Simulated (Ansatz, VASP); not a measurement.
## Bi2Se3 in VASP and in Ansatz

```
Bi Se
1.0
     2.05086    1.18407    9.33655
    -2.05086    1.18407    9.33655
     0.00000   -2.36813    9.33655
Bi Se
2 3
Direct
  0.40115 0.40115 0.40115
  0.59885 0.59885 0.59885
  0.00000 0.00000 0.00000
  0.20951 0.20951 0.20951
  0.79049 0.79049 0.79049
```

Alike in both runs: functional LDA; k mesh 6 × 6 × 6; occupations gaussian, width 0.05 eV; no spin polarisation.

Ansatz relaxed the structure, and its values are those at the end. VASP's run is a single point on that final structure, the one shown.

```csv
,VASP,Ansatz
version,VASP 6.6.1,Ansatz 0.2.0
potentials or method,"VASP PAW LDA potentials, release 64 (Bi_d, Se)","scalar-relativistic, plane waves, PAW"
plane-wave cutoff (eV),520,420
valence electrons in the cell,48,78
```

VASP gave:

- pressure (GPa): 0.0
- rms of the force components (eV/Å): 0.012

**Question.** Which values does Ansatz return?

**Answer.** Pressure (GPa): -0.1; rms of the force components (eV/Å): 0.002.

The two sets of potentials don't hold the same shells in valence.
